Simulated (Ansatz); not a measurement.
Computed with DFT, revPBE, plane waves (420 eV) with PAW, scalar-relativistic in Ansatz 0.2.0. The PAW files were generated under PBE, with cores re-solved for the functional.

An element in the diamond structure gives this curve. The cell is scaled uniformly from the relaxed one, with fractional coordinates and shape fixed. Energies are extrapolated to zero smearing, pressures are those at the given smearing. Magnetic state: spin not included.

| V (Å³/atom) | E − E₀ (meV/atom) | P (GPa) |
| --- | --- | --- |
| 38.611 | 72.3 | 4.75 |
| 40.366 | 30.3 | 2.83 |
| 42.122 | 7.3 | 1.27 |
| 43.877 | 0.0 | -0.02 |
| 45.632 | 5.5 | -1.07 |
| 47.387 | 21.6 | -1.93 |
| 49.142 | 46.4 | -2.63 |

(1) Which element is it?
A. antimony
B. bismuth
C. magnesium
D. tellurium

Results:

(1) A. Its fit is V₀ = 43.94 Å³/atom, B₀ = 29 GPa, B₀′ = 3.9.
